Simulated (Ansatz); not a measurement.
This HfSi3O8 structure is the end of a relaxation. The cell was found from a structure generator's guess, not taken from experiment.

Method: DFT PBE, scalar-relativistic, plane waves, PAW in Ansatz. Cutoff 420 eV, Γ-centred mesh, Gaussian smearing, no spin polarisation.

```
Hf Si O
1.0
     5.29550    0.00000    0.00000
    -2.62698    4.60676    0.00000
    -0.14068   -0.13799    9.10367
Hf Si O
1 3 8
Direct
  0.32128 0.65757 0.93751
  0.67943 0.34416 0.43258
  0.65086 0.31953 0.08077
  0.34929 0.67971 0.54686
  0.62295 0.00978 0.03297
  0.52997 0.51163 0.51205
  0.02809 0.51050 0.46762
  0.95780 0.58199 0.02285
  0.31523 0.68601 0.72370
  0.62612 0.34353 0.25687
  0.53079 0.01111 0.48825
  0.38820 0.34449 0.99798
```

The zero of energy is the elements' standard structures at the same level (O₂ as a molecule); no fitted shifts are applied.

Problem. What space group does it have?

Solution. P1 (No. 1). Conventional cell: a = 5.296 Å, b = 5.303 Å, c = 9.106 Å, α = 90.3°, β = 90.9°, γ = 119.7°. Around Hf lie 4 O at 1.94–1.95 Å; Si on its first site has 4 O at 1.62–1.63 Å; around Si on its second site lie 4 O at 1.62–1.63 Å; around O on its first site lie 1 Si at 1.63 Å and 1 Hf at 1.94 Å; 8 more sites not described.

Problem. What is its formation energy per atom?

Solution. −2.881 eV/atom. Whether it is stable depends on the other phases of the system, which aren't compared here.

Problem. Is it a metal?

Solution. No, the gap on the 6×6×4 mesh is 5.02 eV.

The last run used a 6×6×4 mesh (in the run's order of axes) for its 12-atom cell and Gaussian smearing of 0.02 eV. These runs have no spin–orbit coupling, which can matter for Hf. Kohn–Sham gaps at this level usually fall short of measured ones. This cell was reached by moving the atoms of another relaxed cell at random and relaxing again, last within the group found; it had no such test of its own.
